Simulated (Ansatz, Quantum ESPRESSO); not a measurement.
## WC and the effect of the pressure

The cell as given:

Symmetry: P-6m2, No. 187, hexagonal system. Conventional cell: a = 2.907 Å, b = 2.907 Å, c = 2.837 Å, α = 90.00°, β = 90.00°, γ = 120.00°. W (site symmetry -6m2) is surrounded by 6 C at 2.20 Å. Around C (site symmetry -6m2) lie 6 W at 2.20 Å.

Kept alike: task relaxation of cell and atoms; functional PBEsol; k mesh 10 × 10 × 9; occupations fermi-dirac, width 0.05 eV; no spin polarisation. Program: Quantum ESPRESSO, GBRV 1.5 PBEsol, cutoff 871 eV. The mesh is that of the run's cell of 2 atoms. No spin-orbit coupling.

| pressure, P (GPa) | volume (Å³/atom) | first edge of the run's cell (Å) | third edge of the run's cell (Å) |
| --- | --- | --- | --- |
| 0 | 10.307 | 2.901 | 2.828 |
| 2 | 10.257 | 2.896 | 2.825 |
| 5 | 10.185 | 2.888 | 2.819 |
| 10 | 10.069 | 2.877 | 2.810 |
| 20 | 9.857 | 2.854 | 2.794 |
| 30 | 9.667 | 2.834 | 2.779 |

The relaxations keep at least the cell's symmetry (P-6m2). For a metal such a mesh leaves the last digits unconverged. The runs follow the start's structure, whether or not it is the stable one at these pressures. P is the pressure aimed at, which the runs meet within some hundredths to tenths of a GPa.

The volume falls from 10.307 to 9.667 Å³/atom between 0 and 30 GPa. The volume falls ever more slowly, since the solid stiffens under load. At the pressures aimed at, which the runs meet within some tenths of a GPa, the step from 0 to 5 GPa gives a mean bulk modulus near 420 GPa, the last step 514 GPa. A twin series (Ansatz, all-electron LAPW, scalar-relativistic) moves it by -0.6433 between 0 and 30, against -0.6400 Å³/atom here. The first edge of the run's cell falls from 2.901 to 2.834 Å between 0 and 30 GPa. A twin series (Ansatz, all-electron LAPW, scalar-relativistic) moves it by -0.0669 between 0 and 30, against -0.0665 Å here. The third edge of the run's cell falls from 2.828 to 2.779 Å between 0 and 30 GPa. A twin series (Ansatz, all-electron LAPW, scalar-relativistic) moves it by -0.0500 between 0 and 30, against -0.0496 Å here.
